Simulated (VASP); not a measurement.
## Tl: single point with PBEsol

Crystal: Tl.

```
Tl
1.0
     3.40547    0.00000    0.02022
    -1.70274    2.95808   -0.01011
     0.03232    0.00000    5.78390
Tl
2
Direct
  0.35839 0.71678 0.25000
  0.64161 0.28322 0.75000
```

The cell isn't the ideal one: strained and moved within a subgroup.

* Program: VASP 6.6.1
* Task: single point
* Functional: PBEsol
* Potentials or basis: VASP PAW PBE potentials, release 64 (Tl_d)
* Cutoff: 520 eV
* k mesh: 12 × 12 × 6
* Occupations: gaussian, width 0.1 eV
* Spin: no spin polarisation
* Dipole correction: no
* Further INCAR settings: ALGO = Fast; EDIFF = 1e-06; NBANDS = 20

| Quantity | Value |
| --- | --- |
| Pressure | -0.6 GPa |
| Largest force | 0.054 eV/Å |
| Band gap on the k mesh | none (metal or under the smearing width) |

Forces in eV/Å, atoms in the order of the input:
```
Tl   0.000 -0.054  0.000
Tl   0.000  0.054  0.000
```

Stress tensor (GPa, compression positive):
```
-0.25  0.00 -0.03
 0.00  0.60  0.00
-0.03  0.00 -2.20
```

Levels at points of the mesh, in eV from the Fermi level:
| k point | band 9 | band 10 | band 11 | band 12 | band 13 | band 14 | band 15 | band 16 | band 17 | band 18 |
| --- | --- | --- | --- | --- | --- | --- | --- | --- | --- | --- |
| (0.00, 0.00, 0.00) | -11.13 | -11.00 | -9.95 | -5.67 | -2.98 | 8.22 | 9.07 | 9.34 | 9.83 | 10.50 |
| (0.50, 0.00, 0.00) | -10.98 | -10.96 | -5.66 | -4.26 | -1.23 | 0.15 | 1.02 | 4.05 | 4.41 | 7.37 |
| (0.00, 0.50, 0.00) | -11.00 | -10.95 | -5.26 | -5.00 | -0.65 | -0.15 | 1.96 | 2.79 | 4.36 | 8.10 |
| (0.00, 0.00, 0.50) | -11.14 | -11.14 | -8.65 | -8.65 | 2.47 | 2.47 | 9.35 | 9.35 | 9.49 | 9.49 |
| (0.50, 0.00, 0.50) | -10.97 | -10.97 | -4.72 | -4.65 | -2.14 | -2.11 | 5.29 | 5.44 | 5.89 | 5.98 |
| (0.00, 0.50, 0.50) | -10.97 | -10.97 | -4.53 | -4.53 | -2.42 | -2.42 | 5.62 | 5.62 | 5.82 | 5.82 |

Run time: 2.9 min on 1 thread of Intel(R) Xeon(R) Platinum 8259CL CPU @ 2.50GHz (Skylake/Cascade Lake) (shared host), peak memory 0.35 GiB.

Caveat: the PAW data sets were made with another functional, which shifts forces and pressure a little. The run has no spin-orbit coupling, so splittings on Tl are missing.
